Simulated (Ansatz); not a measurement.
# TiO2: the cost of one run

Program: Ansatz 0.2.0. Level of theory: DFT PBE, scalar-relativistic, plane waves, PAW. These are calculated values, not measurements.

**1. The structure to begin with**

The structure is orthorhombic, space group Pbcn (No. 60). Conventional cell: a = 4.515 Å, b = 5.497 Å, c = 4.939 Å, α = 90.00°, β = 90.00°, γ = 90.00°. Ti (site symmetry 2) has 6 O at 1.89 to 2.05 Å as nearest neighbours. O (site symmetry 1) is surrounded by 3 Ti at 1.89 to 2.05 Å.

Structure file:

```xyz
12
Lattice="4.5150 0.0000 0.0000 0.0000 5.4970 0.0000 0.0000 0.0000 4.9390" Properties=species:S:1:pos:R:3 pbc="T T T"
Ti    0.0000    0.9400    1.2348
Ti    2.2575    1.8085    3.7043
Ti    0.0000    4.5570    3.7043
Ti    2.2575    3.6885    1.2348
O     1.2913    2.0669    2.0349
O     0.9662    0.6816    4.5044
O     3.5488    0.6816    2.9041
O     3.2237    2.0669    0.4346
O     3.2237    3.4301    2.9041
O     3.5488    4.8154    0.4346
O     0.9662    4.8154    2.0349
O     1.2913    3.4301    4.5044
```

The structure comes from the Crystallography Open Database.

(A quick probe on a coarse mesh, which set the mesh and smearing, is not shown.)

**3. Rough relaxation on the coarse mesh**

The input, input.yaml:

```yaml
crystal:
  lattice:
    - [4.515, 0.0, 0.0]
    - [0.0, 5.497, 0.0]
    - [0.0, 0.0, 4.939]
  atoms:
    - { symbol: Ti, position: [0.0, 0.171, 0.25] }
    - { symbol: Ti, position: [0.5, 0.329, 0.75] }
    - { symbol: Ti, position: [0.0, 0.829, 0.75] }
    - { symbol: Ti, position: [0.5, 0.671, 0.25] }
    - { symbol: O, position: [0.286, 0.376, 0.412] }
    - { symbol: O, position: [0.214, 0.124, 0.912] }
    - { symbol: O, position: [0.786, 0.124, 0.588] }
    - { symbol: O, position: [0.714, 0.376, 0.088] }
    - { symbol: O, position: [0.714, 0.624, 0.588] }
    - { symbol: O, position: [0.786, 0.876, 0.088] }
    - { symbol: O, position: [0.214, 0.876, 0.412] }
    - { symbol: O, position: [0.286, 0.624, 0.912] }
basis:
  ecutwfc: 420
kpoints:
  mp_grid: { grid: [4, 4, 4] }
hamiltonian:
  xc: pbe
scf:
  occupations: { method: gaussian, width: 0.1 }
output:
  forces: true
  stress: true
  eigenvalues: true
relax:
  adjacent_minimum: "off"
  f_tol: 0.05
  max_steps: 80
  cell: { stress_tol: 0.5 }
```

The run is started by

```console
$ ansatz run input.yaml --threads 2 --pin off --max-ram 5120MiB --backend cpu --events-out ev --progress --plain --runs-dir out
```

**Question.** How long does this run take on 2 threads of Intel Xeon at 2.50GHz (Skylake/Cascade Lake), shared host, and how much memory does it need?

About 96 s, with a peak of 0.54 GiB.
